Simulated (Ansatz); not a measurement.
Crystal: CaSe.

```
Se Ca
1.0
     0.00000    3.30000    3.30000
     3.30000    0.00000    3.30000
     3.30000    3.30000    0.00000
Se Ca
1 1
Direct
  0.25000 0.25000 0.25000
  0.00000 0.00000 0.00000
```

The cell comes from a database or a generator and needn't be the stable form of this composition.

Base run:

- Program: Ansatz 0.2.0
- Functional: RPBE
- Potentials or basis: all-electron LAPW, scalar-relativistic
- Cutoff: 187 eV (chosen from the basis error)
- Basis error allowed: 0.001 eV/atom
- k mesh: 7 × 7 × 7
- Occupations: gaussian, width 0.05 eV
- Spin: no spin polarisation

Its results: band gap on the k mesh 3.40 eV, indirect (least direct gap 3.49 eV); pressure 1.1 GPa.

Task: The run is repeated on the same cell with these changes: functional from RPBE to PBE. What comes out?

Result: Band gap on the k mesh 3.15 eV, indirect (least direct gap 3.24 eV); pressure -0.2 GPa.

PBE binds more tightly than RPBE, so the same cell stands under less pressure.

Caveats: an odd mesh through Γ misses points on the zone boundary, where band edges often lie.
